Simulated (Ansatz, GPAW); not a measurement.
Given: the input of a run of Ansatz 0.2.0 on Fe. 

Contents of input.yaml:

```yaml
crystal:
  lattice:
    - [-1.443, 1.443, 1.443]
    - [1.443, -1.443, 1.443]
    - [1.443, 1.443, -1.443]
  atoms:
    - { symbol: Fe, position: [0.0, 0.0, 0.0], spin: 3.0 }
hamiltonian:
  xc: pbe
  pseudopotentials: { kind: paw }
magnetization:
  spin_polarized: true
kpoints:
  mp_grid: { grid: [13, 13, 13] }
scf:
  occupations: { method: gaussian, width: 0.02 }
output:
  forces: true
  stress: true
  eigenvalues: true
```

Potentials or basis: Ansatz PAW.

Command:

```console
$ ansatz run input.yaml --threads 2 --pin off --max-ram 5632MiB --backend cpu --events-out ev --progress --plain --runs-dir out
```

Translate it to GPAW 26.7.0 (ASE script). Potentials or basis there: GPAW PAW data sets (gpaw-data 1.2.1), cutoff 600 eV.

As run (cutoffs and basis follow the program's own potentials, and thresholds, step limits or extra output files can differ):

run.py

```python
from ase import Atoms
from ase.dft.bandgap import bandgap
from ase.io import write
from ase.units import GPa
from gpaw import GPAW, PW

atoms = Atoms(['Fe'],
              cell=[[-1.443, 1.443, 1.443],
                    [1.443, -1.443, 1.443],
                    [1.443, 1.443, -1.443]],
              scaled_positions=[[0.0, 0.0, 0.0]],
              pbc=True)
atoms.set_initial_magnetic_moments([3.0])

calc = GPAW(mode=PW(600),
            xc='PBE',
            kpts={'size': (13, 13, 13), 'gamma': True},
            occupations={'name': 'methfessel-paxton', 'order': 0, 'width': 0.02},
            nbands=12,
            convergence={'density': 1e-05, 'energy': 1e-05},
            maxiter=150,
            txt='gpaw.txt')
atoms.calc = calc
energy = atoms.get_potential_energy()
forces = atoms.get_forces()
stress = atoms.get_stress()
calc.write('gs.gpw')
write('result.traj', atoms)
print(f'Energy: {energy:.6f} eV')
print('Forces (eV/A):')
print(forces.round(4))
print('Stress (GPa):', (stress / GPa).round(3))
print('Moments:', calc.get_magnetic_moments().round(3))
print('Fermi level:', round(calc.get_fermi_level(), 4), 'eV')
print(f'Gap: {bandgap(calc)[0]:.4f} eV, direct: {bandgap(calc, direct=True)[0]:.4f} eV')
```

Potentials or basis: GPAW PAW data sets (gpaw-data 1.2.1), pw.

Run with:

```sh
$ OMP_NUM_THREADS=1 python run.py
```

Both were run:

|  | Ansatz | GPAW |
| --- | --- | --- |
| Pressure | -9.6 GPa | -8.0 GPa |
| Net moment | 2.25 μB per cell | 2.25 μB per cell |

Ansatz's pressure holds a Pulay term of +0.09 GPa for its cutoff of 420 eV, which the other run lacks.

The potentials hold 16 and 8 valence electrons a cell.

Where Ansatz's input types no cutoff or centring, it takes its own default and a Γ-centred mesh.

The magnetic state is the one that the start led to; the real crystal's order can differ.

Pressure is positive in compression.
